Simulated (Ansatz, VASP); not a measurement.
Two plane-wave programs on NaI

File INCAR:

```
  PREC = Accurate
  ENCUT = 520
  EDIFF = 1E-7
  ISMEAR = 0
  SIGMA = 0.02
  LREAL = False
  LASPH = True
  NELM = 60
  ALGO = Normal
  ISIF = 2
  LWAVE = False
  LCHARG = False
  GGA = PE
  NBANDS = 14
```

Contents of KPOINTS:

```
Automatic mesh
0
Gamma
  6 6 6
```

File POSCAR:

```
NaI
1.0
    0.0000000000      3.2969675361      3.2969675361
    3.2969675361      0.0000000000      3.2969675361
    3.2969675361      3.2969675361      0.0000000000
Na I
1 1
Direct
    0.5000000000      0.5000000000      0.5000000000
    0.0000000000      0.0000000000      0.0000000000
```

Input for Ansatz:

```yaml
crystal:
  lattice:
    - [0.0, 3.2969675361, 3.2969675361]
    - [3.2969675361, 0.0, 3.2969675361]
    - [3.2969675361, 3.2969675361, 0.0]
  atoms:
    - { symbol: Na, position: [0.5, 0.5, 0.5] }
    - { symbol: I, position: [0.0, 0.0, 0.0] }
basis:
  ecutwfc: 420
kpoints:
  mp_grid: { grid: [6, 6, 6] }
hamiltonian:
  xc: pbe
scf:
  occupations: { method: gaussian, width: 0.02 }
output:
  forces: true
  stress: true
  eigenvalues: true
```

Alike in both runs: task single point; functional PBE; k mesh 6 × 6 × 6; occupations gaussian, width 0.02 eV; no spin polarisation.

|  | VASP | Ansatz |
| --- | --- | --- |
| version | VASP 6.6.1 | Ansatz 0.2.0 |
| potentials or method | VASP PAW PBE potentials, release 64 (Na_pv, I) | scalar-relativistic, plane waves, PAW |
| plane-wave cutoff (eV) | 520 | 420 |
| valence electrons in the cell | 14 | 26 |

|  | VASP | Ansatz | Ansatz less VASP |
| --- | --- | --- | --- |
| gap on the k mesh at the Fermi level (eV) | 3.50 | 3.50 | +0.003 |
| least direct gap on the mesh (eV) | 3.50 | 3.50 | +0.003 |
| pressure (GPa) | -0.4 | -0.4 | -0.01 |

The two sets of potentials don't hold the same shells in valence.

Caveats: spin-orbit coupling is left out, which moves the levels of the heavy elements. As with any semilocal functional, this PBE gap is likely too small.
